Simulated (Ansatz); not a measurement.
## SnO in Ansatz, settings compared

Input:

```yaml
crystal:
  lattice:
    - [2.47126135, 2.82712299, 0.0]
    - [2.47126135, -2.82712299, 0.0]
    - [0.0, 0.0, -10.9921705]
  atoms:
    - { symbol: Sn, position: [0.0, 0.0, 0.0] }
    - { symbol: Sn, position: [0.0, 0.0, 0.5] }
    - { symbol: Sn, position: [0.441, 0.559, 0.746] }
    - { symbol: Sn, position: [0.559, 0.441, 0.246] }
    - { symbol: O, position: [0.43, 0.93, 0.62] }
    - { symbol: O, position: [0.57, 0.07, 0.12] }
    - { symbol: O, position: [0.07, 0.57, 0.62] }
    - { symbol: O, position: [0.93, 0.43, 0.12] }
  symmetry: { tolerance: 0.0003 }
kpoints:
  mp_grid: { grid: [5, 5, 2], shift: [0, 0, 0] }
magnetization:
  spin_polarized: false
scf:
  occupations: { method: fermi_dirac }
hamiltonian:
  pseudopotentials: { kind: paw }
  xc: r2scan
basis:
  ecutwfc: 500
output:
  forces: true
  stress: true
  eigenvalues: true
```

The command:

```bash
ansatz run input.yaml --threads 1 --pin off --max-ram 2560MiB --backend cpu --events-out ev --progress --plain --runs-dir out
```

Origin of the cell: a database entry, scaled a little.

The smearing width isn't typed, so it takes its default of 0.1 eV.

Output of this run (shortened):

```
Pseudopotentials: kind: paw
Pseudopotential: Sn, paw, valence charge 14, recommended cutoff 500 eV (meta_gga), Sn.paw.azcp
Pseudopotential: O, paw, valence charge 6, recommended cutoff 500 eV (meta_gga), O.paw.azcp
Functional definition: r2SCAN
  exchange = r2scan_x(k0 = k0, k1 = k1, a1 = a1)
  correlation = r2scan_c
Crystal: 8 atoms, lattice volume = 153.595 Å³
Basis set: ecut = 500 eV, 3871 PW (Γ), exchange–correlation on 120×120×324 points (64 copies of the dense FFT grid, shifted against one another)
Bands: 48, of which v1, the nominal top of the filled ones, is band 40 counted from 1 (39 counted from 0)
Symmetry: 4 space group operations
Space group: Cmc21 (ITA 36), of the structure as read, at distance tolerance 1.6e-3 Å
[… 7 lines left out …]
Initial density: superposition of atomic densities (neutral atoms: chi_scale 0, normalization atom), corrected by the library's trained network
Functional: x = r2scan, c = r2scan; τ floored in thin density (d = 2e-4 eV/Å³)
SCF iter   1: F=—  HF=-26420.767026 eV  Δρ=2.12e-2  dr2=7.91e-1  dr2_τ=4.36e-1
SCF iter   2: F=—  HF=-26420.990434 eV  Δρ=2.47e-2  dr2=1.29e0  dr2_τ=1.27e-1  defer=4
SCF iter   3: F=—  HF=-26420.832778 eV  Δρ=4.27e-3  dr2=3.29e-2  dr2_τ=3.13e-3  defer=4
SCF iter   4: F=—  HF=-26420.830819 eV  Δρ=4.53e-4  dr2=2.03e-4  dr2_τ=3.19e-5  defer=4
SCF iter   5: F=—  HF=-26420.830865 eV  Δρ=1.49e-4  dr2=3.19e-5  dr2_τ=3.65e-6  defer=4
SCF iter   6: F=—  HF=-26420.830873 eV  Δρ=4.72e-5  dr2=2.58e-6  dr2_τ=3.73e-7  defer=4
SCF iter   7: F=—  HF=-26420.830874 eV  Δρ=2.60e-5  dr2=1.06e-6  dr2_τ=4.04e-8  defer=4
SCF iter   8: F=-26420.830874 eV  HF=-26420.830874 eV  Δρ=3.62e-6  dr2=2.41e-8  dr2_τ=5.29e-10
SCF 1 converged in 8 iterations: F = -26420.830874 eV  dr2 = 2.41e-8
SCF converged after 8 iterations
Free energy (F): -26420.830874 eV
Harris-Foulkes:  -26420.830874 eV  (|F-HF|=1.02e-9)
Internal energy: -26420.759381 eV  (E = F + TS)
E sigma→0 (E₀):  -26420.795128 eV
Entropy (-TS):   -0.071494 eV (-8.937 meV/atom)
Fermi energy:    9.230330 eV
--- Per-component energies (eV) ---
  E_band       = -513.034427
  E_kinetic    = 1457.602733
  E_local      = -6053.830521  (includes V_loc(G=0)·N_el)
  E_nonlocal   = 62.269969
  E_hartree    = 3204.851009
  E_xc         = -1792.721970
  E_vxc        = -840.504879  (∫ρ·V_xc dr)
  E_paw        = -17276.579849  (= ΣΔE_a)
  E_vpaw       = -1601.693869  (= ΣTr[D̂ρ^β])
  E_aug_tail   = 0.003852  (compensation charges beyond the density's cutoff)
  E_vtau       = 53.421974  (kinetic-family band-sum trace: ∫τ·v_τ [+ j·A + Jᵃ·Aᵃ] dr)
  E_ewald      = -6025.168120
  E_core_change = 2.813516  (= ΣΔE_core)
  E_smearing   = -0.071494  (= −TS)
  Σ components = -26420.830874   (vs F -26420.830874, Δ=0.00e0)
--- Forces (eV/Å), atoms counted from 1 ---
  atom   1  Sn     0.000000     0.901242    -1.393020
[… 2 lines left out …]
  atom   4  Sn     0.000000    -2.311558    -1.019280
  atom   5  O     10.152159    -0.642189     1.206149
  atom   6  O    -10.152159     0.642189     1.206149
  atom   7  O    -10.152159    -0.642189     1.206149
  atom   8  O     10.152159     0.642189     1.206149
  max |Σ_I F_I| component: 2.95e-6 eV/Å
--- Stress (GPa, compression-positive) ---
       35.726190       0.000000       0.000000
        0.000000      -1.201218       0.000000
        0.000000       0.000000      -1.819026
  P = ⅓ Tr σ = 10.9020 GPa (109.020 kbar)
```

The same input was run again with these changes:

1. `crystal.symmetry` { tolerance: 0.0003 } → { detect: false }
2. `kpoints.mp_grid.grid` [5, 5, 2] → [4, 4, 2]; `crystal.symmetry` { tolerance: 0.0003 } → { detect: false }
3. `scf.lower_state_search` default → standard; `kpoints.mp_grid.grid` [5, 5, 2] → [4, 4, 2]; `scf.occupations.method` fermi_dirac → cold; `scf.occupations.width` default → 0.005
4. `basis.xc_grid` default → 2

| run | end | SCF iterations | P (GPa) | max force component (eV/Å) | moment (μB) | ΔE(σ→0) (meV/atom) |
| --- | --- | --- | --- | --- | --- | --- |
| base | converged | 8 | 10.90 | 10.152 | – | 0 |
| 1 | converged | 8 | 10.90 | 10.152 | – | 0.00 |
| 2 | converged | 7 | 10.83 | 10.130 | – | -7.34 |
| 3 | converged | 11 | 10.82 | 10.133 | – | -5.81 |
| 4 | converged | 8 | 10.90 | 10.152 | – | 0.19 |

Energies are compared only where functional, datasets, charge and starting cell are the same.

Not properties of the system: run 2 (too coarse or loose: `kpoints.mp_grid.grid` = [4, 4, 2]), run 3 (too coarse or loose: `kpoints.mp_grid.grid` = [4, 4, 2]).

Caveats of the base run: no spin, though holes on the anions or broken bonds may carry moments; the database entry stands far from equilibrium and may be faulty; the k mesh is coarse if the cell is a metal.

Time of the base run: 35 s on 1 thread of Intel(R) Xeon(R) Platinum 8488C (Sapphire Rapids), on a shared host, peak memory 0.69 GiB, from the program's own first density.
